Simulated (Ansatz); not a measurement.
Lu, simple cubic: how the functional moves the structure

All rows: Ansatz, plane waves with scalar-relativistic PAW, 420 eV (500 eV for the SCAN forms), relaxed under each functional, no dispersion correction, no zero-point motion. B₀ comes from uniform scaling at fixed shape; a dash is a value not given.

```tsv
functional	V (Å³/atom)	cell	B₀ (GPa)	magnetic state	ΔE to hcp (meV/atom)
PBE	32.99	a = 3.207 Å	30	spin not included	856
PBEsol	30.58	a = 3.127 Å	32	spin not included	878
LDA	28.40	a = 3.051 Å	34	spin not included	864
revPBE	34.36	a = 3.251 Å	28	spin not included	851
RPBE	34.93	a = 3.269 Å	27	spin not included	848
BLYP	34.29	a = 3.249 Å	28	spin not included	749
```

Question: What does r²SCAN give?

Answer: V (Å³/atom): 32.00; cell: a = 3.175 Å; B₀ (GPa): 30; magnetic state: spin not included; ΔE to hcp (meV/atom): 940.
